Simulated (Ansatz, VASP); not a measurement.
# Two plane-wave programs on Al3GaAs4

```
Al Ga As
1.0
     5.73277    0.00000    0.00000
     0.00000    5.73277    0.00000
     0.00000    0.00000    5.73277
Al Ga As
3 1 4
Direct
  0.00000 0.50000 0.50000
  0.50000 0.50000 0.00000
  0.50000 0.00000 0.50000
  0.00000 0.00000 0.00000
  0.74912 0.74912 0.25088
  0.74912 0.25088 0.74912
  0.25088 0.74912 0.74912
  0.25088 0.25088 0.25088
```

Change from the starting cell: relaxed end of: species swapped into the Zn3CdSe4 type (P-43m, No. 215).

Alike in both runs: task single point; functional PBE; k mesh 4 × 4 × 4; occupations gaussian, width 0.1 eV; no spin polarisation.

```csv
,VASP,Ansatz
version,VASP 6.6.1,Ansatz 0.2.0
potentials or method,"VASP PAW PBE potentials, release 64 (Al, Ga_d, As)","scalar-relativistic, plane waves, PAW"
plane-wave cutoff (eV),520,420
valence electrons in the cell,42,82
```

```tsv
	VASP	Ansatz	Ansatz less VASP
gap on the k mesh at the Fermi level (eV)	1.03	1.03	+0.005
least direct gap on the mesh (eV)	1.16	1.16	0.000
pressure (GPa)	0.2	0.0	-0.16
```

The two sets of potentials don't hold the same shells in valence.

A k mesh can miss the band edges.
